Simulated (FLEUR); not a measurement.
# Au (Fm-3m) in FLEUR: notebook, part 2 of 3

FLEUR MaX-R8.1 (patched build s14). Earlier steps stand in the parts before.

## Step 3: Band structure, LDA (Wigner correlation)

inp.xml

```xml
<?xml version="1.0" encoding="UTF-8" standalone="no"?>
<fleurInput fleurInputVersion="0.39">
   <comment>
      Au                                                                                                  
   </comment>
   <calculationSetup>
      <cutoffs Kmax="3.8" Gmax="11.8" GmaxXC="11.8" numbands="0"/>
      <scfLoop itmax="60" minDistance="0.00001" maxIterBroyd="15" imix="Anderson" alpha="0.05" precondParam="0.0" spinf="2.0"/>
      <coreElectrons ctail="T" frcor="F" kcrel="0" coretail_lmax="0"/>
      <xcFunctional name="wign" relativisticCorrections="F"/>
      <magnetism jspins="1"/>
      <soc l_soc="F" theta="0.0" phi="0.0" spav="F"/>
      <expertModes spex="0" secvar="F"/>
      <geometryOptimization l_f="F" forcealpha="1.0" forcemix="BFGS" epsdisp="0.00001" epsforce="0.00001"/>
      <ldaU l_linMix="F" mixParam="0.05" spinf="1.0"/>
   </calculationSetup>
   <cell>
      <bzIntegration valenceElectrons="19.0" mode="hist" fermiSmearingEnergy="0.00183747">
         <kPointListSelection listName="default-1"/>
         <!-- k-points included here -->
         <xi:include xmlns:xi="http://www.w3.org/2001/XInclude" href="kpts.xml"> </xi:include>
      </bzIntegration>
      <!-- symmetry operations included here -->
      <xi:include xmlns:xi="http://www.w3.org/2001/XInclude" href="sym.xml"> </xi:include>
      <bulkLattice scale="1.0">
         <bravaisMatrix>
            <row-1>    0.0000000000000000     3.8455926635609998     3.8455926635609998</row-1>
            <row-2>    3.8455926635609998     0.0000000000000000     3.8455926635609998</row-2>
            <row-3>    3.8455926635609998     3.8455926635609998     0.0000000000000000</row-3>
         </bravaisMatrix>
      </bulkLattice>
   </cell>
   <atomSpecies>
      <species name="Gold (Au)" element="Au" atomicNumber="79">
         <mtSphere radius="2.52" gridPoints="833" logIncrement="0.016"/>
         <atomicCutoffs lmax="10" lnonsphr="8"/>
         <electronConfig flipSpins="F">
            <coreConfig>(1s1/2) (2s1/2) (2p1/2) (2p3/2) (3s1/2) (3p1/2) (3p3/2) (4s1/2) (3d3/2) (3d5/2) (4p1/2) (4p3/2) (4d3/2) (4d5/2) (4f5/2) (4f7/2)</coreConfig>
            <valenceConfig>(5s1/2) (5p1/2) (5p3/2) (6s1/2) (5d3/2) (5d5/2)</valenceConfig>
            <stateOccupation state="(6s1/2)" spinUp="0.500000" spinDown="0.500000"/>
         </electronConfig>
         <energyParameters s="6" p="6" d="5" f="5"/>
         <lo type="SCLO" l="0" n="5" eDeriv="0"/>
         <lo type="SCLO" l="1" n="5" eDeriv="0"/>
         <lo type="SCLO" l="1" n="5" eDeriv="1"/>
         <lo type="SCLO" l="2" n="5" eDeriv="2"/>
         <lo type="SCLO" l="3" n="5" eDeriv="2"/>
      </species>
   </atomSpecies>
   <atomGroups>
      <atomGroup species="Gold (Au)">
         <relPos label="                   1">.0000000000 .0000000000 .0000000000</relPos>
         <force calculate="T" relaxXYZ="TTT"/>
      </atomGroup>
   </atomGroups>
   <output dos="F" band="F" slice="F">
      <checks vchk="F" cdinf="F"/>
      <bandDOS minEnergy="-.5*Htr" maxEnergy="0.5*Htr" sigma="0.015" storeEVData="T"/>
      <vacuumDOS vacdos="F" integ="F" star="F" nstars="0" locx1="0.0" locy1="0.0" locx2="0.0" locy2="0.0" nstm="0" tworkf="0.0"/>
      <unfoldingBand unfoldBand="F" supercellX="1" supercellY="1" supercellZ="1"/>
      <plotting iplot="0" polar="F">
         <plot TwoD="T" vec1="  1.0  0.0  0.0" vec2="  0.0  1.0  0.0" vec3="  0.0  0.0  1.0" zero="  0.0  0.0  0.0" file="plot"/>
      </plotting>
      <chargeDensitySlicing numkpt="0" minEigenval="0.0" maxEigenval="0.0" nnne="0" pallst="F"/>
      <specialOutput eonly="F"/>
      <magneticCircularDichroism mcd="F" energyLo="-10.0" energyUp="0.0"/>
   </output>
  <!-- We include the file relax.xml here to enable relaxations (see documentation) -->
  <xi:include xmlns:xi="http://www.w3.org/2001/XInclude" href="relax.xml"> <xi:fallback/> </xi:include>
</fleurInput>
```

crystal.txt

```
Au
&input cartesian=F /
0.0000000000  2.0350000000  2.0350000000
2.0350000000  0.0000000000  2.0350000000
2.0350000000  2.0350000000  0.0000000000
1.8897261246
1.0 1.0 1.0

1
79 0.0000000000  0.0000000000  0.0000000000

&kpt div1=11 div2=11 div3=11 gamma=T /
```

inp.xml (bands)

```
<?xml version="1.0" encoding="UTF-8" standalone="no"?>
<fleurInput fleurInputVersion="0.39">
   <comment>
      Au                                                                                                  
   </comment>
   <calculationSetup>
      <cutoffs Kmax="3.8" Gmax="11.8" GmaxXC="11.8" numbands="0"/>
      <scfLoop itmax="60" minDistance="0.00001" maxIterBroyd="15" imix="Anderson" alpha="0.05" precondParam="0.0" spinf="2.0"/>
      <coreElectrons ctail="T" frcor="F" kcrel="0" coretail_lmax="0"/>
      <xcFunctional name="wign" relativisticCorrections="F"/>
      <magnetism jspins="1"/>
      <soc l_soc="F" theta="0.0" phi="0.0" spav="F"/>
      <expertModes spex="0" secvar="F"/>
      <geometryOptimization l_f="F" forcealpha="1.0" forcemix="BFGS" epsdisp="0.00001" epsforce="0.00001"/>
      <ldaU l_linMix="F" mixParam="0.05" spinf="1.0"/>
   </calculationSetup>
   <cell>
      <bzIntegration valenceElectrons="19.0" mode="hist" fermiSmearingEnergy="0.00183747">
         <kPointListSelection listName="path-1"/>
         <!-- k-points included here -->
         <xi:include xmlns:xi="http://www.w3.org/2001/XInclude" href="kpts.xml"> </xi:include>
      </bzIntegration>
      <!-- symmetry operations included here -->
      <xi:include xmlns:xi="http://www.w3.org/2001/XInclude" href="sym.xml"> </xi:include>
      <bulkLattice scale="1.0">
         <bravaisMatrix>
            <row-1>    0.0000000000000000     3.8455926635609998     3.8455926635609998</row-1>
            <row-2>    3.8455926635609998     0.0000000000000000     3.8455926635609998</row-2>
            <row-3>    3.8455926635609998     3.8455926635609998     0.0000000000000000</row-3>
         </bravaisMatrix>
      </bulkLattice>
   </cell>
   <atomSpecies>
      <species name="Gold (Au)" element="Au" atomicNumber="79">
         <mtSphere radius="2.52" gridPoints="833" logIncrement="0.016"/>
         <atomicCutoffs lmax="10" lnonsphr="8"/>
         <electronConfig flipSpins="F">
            <coreConfig>(1s1/2) (2s1/2) (2p1/2) (2p3/2) (3s1/2) (3p1/2) (3p3/2) (4s1/2) (3d3/2) (3d5/2) (4p1/2) (4p3/2) (4d3/2) (4d5/2) (4f5/2) (4f7/2)</coreConfig>
            <valenceConfig>(5s1/2) (5p1/2) (5p3/2) (6s1/2) (5d3/2) (5d5/2)</valenceConfig>
            <stateOccupation state="(6s1/2)" spinUp="0.500000" spinDown="0.500000"/>
         </electronConfig>
         <energyParameters s="6" p="6" d="5" f="5"/>
         <lo type="SCLO" l="0" n="5" eDeriv="0"/>
         <lo type="SCLO" l="1" n="5" eDeriv="0"/>
         <lo type="SCLO" l="1" n="5" eDeriv="1"/>
         <lo type="SCLO" l="2" n="5" eDeriv="2"/>
         <lo type="SCLO" l="3" n="5" eDeriv="2"/>
      </species>
   </atomSpecies>
   <atomGroups>
      <atomGroup species="Gold (Au)">
         <relPos label="                   1">.0000000000 .0000000000 .0000000000</relPos>
         <force calculate="T" relaxXYZ="TTT"/>
      </atomGroup>
   </atomGroups>
   <output dos="F" band="T" slice="F">
      <checks vchk="F" cdinf="F"/>
      <bandDOS minEnergy="-.5*Htr" maxEnergy="0.5*Htr" sigma="0.015" storeEVData="T"/>
      <vacuumDOS vacdos="F" integ="F" star="F" nstars="0" locx1="0.0" locy1="0.0" locx2="0.0" locy2="0.0" nstm="0" tworkf="0.0"/>
      <unfoldingBand unfoldBand="F" supercellX="1" supercellY="1" supercellZ="1"/>
      <plotting iplot="0" polar="F">
         <plot TwoD="T" vec1="  1.0  0.0  0.0" vec2="  0.0  1.0  0.0" vec3="  0.0  0.0  1.0" zero="  0.0  0.0  0.0" file="plot"/>
      </plotting>
      <chargeDensitySlicing numkpt="0" minEigenval="0.0" maxEigenval="0.0" nnne="0" pallst="F"/>
      <specialOutput eonly="F"/>
      <magneticCircularDichroism mcd="F" energyLo="-10.0" energyUp="0.0"/>
   </output>
  <!-- We include the file relax.xml here to enable relaxations (see documentation) -->
  <xi:include xmlns:xi="http://www.w3.org/2001/XInclude" href="relax.xml"> <xi:fallback/> </xi:include>
</fleurInput>
```

Potentials or basis: all-electron, FLAPW.

On the command line:

```sh
> inpgen -f crystal.txt -profile fastHighL
> # inp.xml edited to the form shown
> fleur
> fleur   # second run, on inp.xml (bands)
```

Log:

```text
Welcome to FLEUR        (www.flapw.de)
      MaX-Release 8.1          (www.max-centre.eu)

 ========== k-point set info ==========
 Selected k-point list: default-1
 k-point list type: mesh
 11 x 11 x 11
 Number of k points: 56

 ------------Calculation Setup---------------------------
 Number of OMP-threads    :            1
 Number of basis functions:          148
 Approximate size of matrices (H+S) per k-point:         0.000 GB
 --------------------------------------------------------
 Iteration:     1   Distance:      17.05785212 me/bohr^3
 Iteration:     2   Distance:      15.31993777 me/bohr^3
 Iteration:     3   Distance:       6.76485461 me/bohr^3
 Iteration:     4   Distance:       2.27247692 me/bohr^3
 Iteration:     5   Distance:       1.99556439 me/bohr^3
 Iteration:     6   Distance:       0.17672222 me/bohr^3
 Iteration:     7   Distance:       0.17237571 me/bohr^3
 Iteration:     8   Distance:       0.01464517 me/bohr^3
 Iteration:     9   Distance:       0.01297898 me/bohr^3
 Iteration:    10   Distance:       0.00399888 me/bohr^3
 Iteration:    11   Distance:       0.00002241 me/bohr^3
 Iteration:    12   Distance:       0.00003004 me/bohr^3
 Iteration:    13   Distance:       0.00000214 me/bohr^3

 ********************************************************************
 Run finished successfully
 Stop message:
   all done
 ********************************************************************
```

output (bands):

```text
Welcome to FLEUR        (www.flapw.de)
      MaX-Release 8.1          (www.max-centre.eu)

 ========== k-point set info ==========
 Selected k-point list: path-1
 k-point list type: path
 Number of k points: 60

 ------------Calculation Setup---------------------------
 Number of OMP-threads    :            1
 Number of basis functions:          148
 Approximate size of matrices (H+S) per k-point:         0.000 GB
 --------------------------------------------------------
 Fermi energy correction for metals:
 Fermi energy in bands.* files may not be consistent with last density.
 Please correct it manually (e.g. in band.gnu file).

 Note: Band structure data (together with different weights) is also stored in the banddos.hdf file.
       A convenient way of extracting and plotting the data from that file is by making use of the

 ********************************************************************
 Run finished successfully
 Stop message:
   Charge density postprocessing done.
 ********************************************************************
```

out.xml (last iteration):

```text
<iteration numberForCurrentRun="   13" overallNumber="   13">
         <energyParameters units="Htr">
            <atomicEP atomType="1" spin="1" branch="6s" branchLowest="-3.43" branchHighest="1.46" value="0.2556463356"/>
            <atomicEP atomType="1" spin="1" branch="6p" branchLowest="-1.63" branchHighest="2.37" value="0.4346790458"/>
            <atomicEP atomType="1" spin="1" branch="5d" branchLowest="-11.39" branchHighest="0.50" value="0.3008243081"/>
            <atomicEP atomType="1" spin="1" branch="5f" branchLowest="-2.44" branchHighest="2.54" value="0.7314136032"/>
            <loAtomicEP atomType="1" spin="1" branch="5s" branchLowest="-26.17" branchHighest="-3.43" value="-3.4377236728"/>
            <loAtomicEP atomType="1" spin="1" branch="5p" branchLowest="-19.44" branchHighest="-1.63" value="-1.6554784150"/>
            <loAtomicEP atomType="1" spin="1" branch="5p" branchLowest="-19.44" branchHighest="-1.63" value="-1.6554784150"/>
            <loAtomicEP atomType="1" spin="1" branch="5d" branchLowest="-11.39" branchHighest="0.50" value="0.2797711216"/>
            <loAtomicEP atomType="1" spin="1" branch="5f" branchLowest="-2.44" branchHighest="2.54" value="0.7313995553"/>
         </energyParameters>
         <eigenvalues>
            <eigenvaluesAt spin="1" ikpt="1" k_x="0.00000000" k_y="0.00000000" k_z="0.00000000">
                      -3.4381781724       -1.6436751469       -1.6436751469       -1.6436751469        0.0652000504
                       0.2654891383        0.2654891383        0.2654891383        0.3239505784        0.3239505784
                       0.9659125197        1.1132617480        1.1132617480        1.1132617480        1.2998278428
            </eigenvaluesAt>
            <eigenvaluesAt spin="1" ikpt="2" k_x="0.00000000" k_y="0.00000000" k_z="0.09090909">
                      -3.4381416690       -1.6443614618       -1.6437787558       -1.6437787558        0.0758665829
                       0.2619983354        0.2691053455        0.2691053455        0.3223847570        0.3223847570
                       0.9781758375        1.0551043272        1.1262025228        1.1262025228        1.3275771601
            </eigenvaluesAt>
            <eigenvaluesAt spin="1" ikpt="3" k_x="0.00000000" k_y="0.00000000" k_z="0.18181818">
                      -3.4380435339       -1.6461951326       -1.6440554462       -1.6440554462        0.1052186781
                       0.2560938845        0.2756680046        0.2756680046        0.3224537915        0.3224537915
                       0.9407330009        1.0090091169        1.1580787203        1.1580787203        1.2477804780
            </eigenvaluesAt>
            <eigenvaluesAt spin="1" ikpt="4" k_x="0.00000000" k_y="0.00000000" k_z="0.27272727">
                      -3.4379146674       -1.6485878125       -1.6444183159       -1.6444183159        0.1411479596
                       0.2635074974        0.2752445950        0.2752445950        0.3341852146        0.3341852146
                       0.8156801733        1.0006220883        1.1642204763        1.1642204763        1.2431990270
            </eigenvaluesAt>
         </eigenvalues>
         <bandgap value="0.1019144307" units="eV"/>
         <sumValenceSingleParticleEnergies value="-13.6616317159" units="Htr"/>
         <FermiEnergy value="0.4379712156" units="Htr"/>
         <valenceDensity>
            <mtCharges spin="1">
               <mtCharge atomType="1" total="17.5009593" s="2.5139416" p="6.3283462" d="8.6092447" f="0.0382683"/>
            </mtCharges>
            <spinDependentCharge spin="1" total="19.0000000" interstitial="1.4990407" mtSpheres="17.5009593"/>
            <totalCharge value="19.0000000000"/>
         </valenceDensity>
         <coreStates atomType="     1" atomicNumber=" 79" spin="1" kinEnergy="  21633.5823121913" eigValSum=" -11683.4181599966" lostElectrons=" 0.000153">
            <state n="1" l="0" j="0.5" energy="-2961.1295392922" weight="1.0000000000"/>
            <state n="2" l="0" j="0.5" energy="-521.6322510128" weight="1.0000000000"/>
            <state n="2" l="1" j="0.5" energy="-500.2815918381" weight="1.0000000000"/>
            <state n="2" l="1" j="1.5" energy="-432.8862322301" weight="2.0000000000"/>
            <state n="3" l="0" j="0.5" energy="-122.6717046866" weight="1.0000000000"/>
            <state n="3" l="1" j="0.5" energy="-113.0635186053" weight="1.0000000000"/>
[... 8 lines left out ...]
            <state n="4" l="3" j="2.5" energy="-2.5196896111" weight="3.0000000000"/>
            <state n="4" l="3" j="3.5" energy="-2.3794983369" weight="4.0000000000"/>
         </coreStates>
         <allElectronCharges>
            <spinDependentCharge spin="1" total="79.0000000" interstitial="1.4991908" mtSpheres="77.5008092"/>
            <totalCharge value="78.9999999964"/>
         </allElectronCharges>
         <totalEnergy                                    value="   -19033.4186265933" units="Htr">
            <sumOfEigenvalues                            value="   -11697.0797917126">
               <coreElectrons value="-11683.4181599966"/>
               <valenceElectrons value="-13.6616317159"/>
            </sumOfEigenvalues>
            <densityCoulombPotentialIntegral value="-33099.2966756892"/>
            <densityEffectivePotentialIntegral value="-33565.7580212264"/>
            <chargeDenXCDenIntegral value="-350.8791107801"/>
            <FockExchangeEnergyValence value="0.0000000000"/>
            <FockExchangeEnergyCore value="0.0000000000"/>
            <atomTypeDependentContributions atomType="1">
               <electronNucleiInteractionDifferentMTs value="23960.8514818052"/>
               <MadelungTerm value="-40.7179256773"/>
            </atomTypeDependentContributions>
            <tkbTimesEntropy value="0.0000595470"/>
            <freeEnergy value="-19033.4186861403"/>
            <extrapolationTo0K value="-19033.4186563668"/>
         </totalEnergy>
         <densityConvergence units="me/bohr^3">
            <chargeDensity spin="1" distance="0.0000021415"/>
         </densityConvergence>
      </iteration>
```

Wall time 5.8 s (1 thread of AMD EPYC 7B13 (Zen 3), shared host); peak memory 0.04 GiB.

What came out:

| Item | Value |
| --- | --- |
| Free energy | -517925.7075 eV |
| Band gap along the path | none (metal or under the smearing width) |
| Valence electrons inside the program's atomic spheres | Au 17.50 (radii Au 2.52 bohr) |

Levels at the corners of the path, in eV from the Fermi level:
```
point  band 5  band 6  band 7  band 8  band 9  band 10  band 11  band 12  band 13  band 14
    Γ  -10.14   -4.69   -4.69   -4.69   -3.10    -3.10    14.37    18.38    18.38    18.38
    X   -7.18   -6.83   -1.89   -1.52   -1.52     0.85     5.79     9.88     9.88    17.31
    W   -6.04   -5.20   -5.20   -3.29   -1.52     4.65     6.27     6.27     9.49    22.54
    K   -6.54   -5.90   -3.85   -2.81   -1.99     3.75     4.65     7.48    12.54    17.61
    Γ  -10.14   -4.69   -4.69   -4.69   -3.10    -3.10    14.37    18.38    18.38    18.38
    L   -7.46   -4.73   -4.73   -1.85   -1.85    -1.15     3.11    13.82    17.03    17.03
    U   -6.54   -5.90   -3.85   -2.81   -1.99     3.75     4.65     7.48    12.54    17.61
    W   -6.04   -5.20   -5.20   -3.29   -1.52     4.65     6.27     6.27     9.49    22.54
    L   -7.46   -4.73   -4.73   -1.85   -1.85    -1.15     3.11    13.82    17.03    17.03
    K   -6.54   -5.90   -3.85   -2.81   -1.99     3.75     4.65     7.48    12.54    17.61
    U   -6.54   -5.90   -3.85   -2.81   -1.99     3.75     4.65     7.48    12.54    17.61
    X   -7.18   -6.83   -1.89   -1.52   -1.52     0.85     5.79     9.88     9.88    17.31
```

Core levels (eV from the Fermi level):
```tsv
atom	levels
1 Au	1s1/2 -80588.4, 2s1/2 -14206.3, 2p1/2 -13625.3, 2p3/2 -11791.4, 3s1/2 -3350.0, 3p1/2 -3088.5, 3p3/2 -2683.9, 4s1/2 -724.1, 3d3/2 -2249.0, 3d5/2 -2161.9, 4p1/2 -612.7, 4p3/2 -515.4, 4d3/2 -332.9, 4d5/2 -314.8, 4f5/2 -80.5, 4f7/2 -76.7
```

Caveat: spin-orbit coupling is left out, which moves the levels of the heavy elements.

## Step 4: Equation of state, LDA (Wigner correlation), 15.84 Å³/atom (volume scaled by 0.94)

Changes to inp.xml since step 3:

```diff
@@ -24,3 +24,3 @@
       <xi:include xmlns:xi="http://www.w3.org/2001/XInclude" href="sym.xml"> </xi:include>
-      <bulkLattice scale="1.0">
+      <bulkLattice scale="0.9795861087">
          <bravaisMatrix>
@@ -34,3 +34,3 @@
       <species name="Gold (Au)" element="Au" atomicNumber="79">
-         <mtSphere radius="2.52" gridPoints="833" logIncrement="0.016"/>
+         <mtSphere radius="2.47" gridPoints="833" logIncrement="0.016"/>
          <atomicCutoffs lmax="10" lnonsphr="8"/>
```

On the command line:

```sh
> inpgen -f crystal.txt -profile fastHighL
> # inp.xml edited to the form shown
> fleur
```

Wall time 4.9 s (1 thread of AMD EPYC 7B13 (Zen 3), shared host); peak memory 0.09 GiB.

Results (log left out):

```
Free energy                                           : -517925.6456 eV
Band gap on the k mesh                                : none (metal or under the smearing width)
Valence electrons inside the program's atomic spheres : Au 17.42 (radii Au 2.47 bohr)
```

(Part 2 of 3 ends here.)
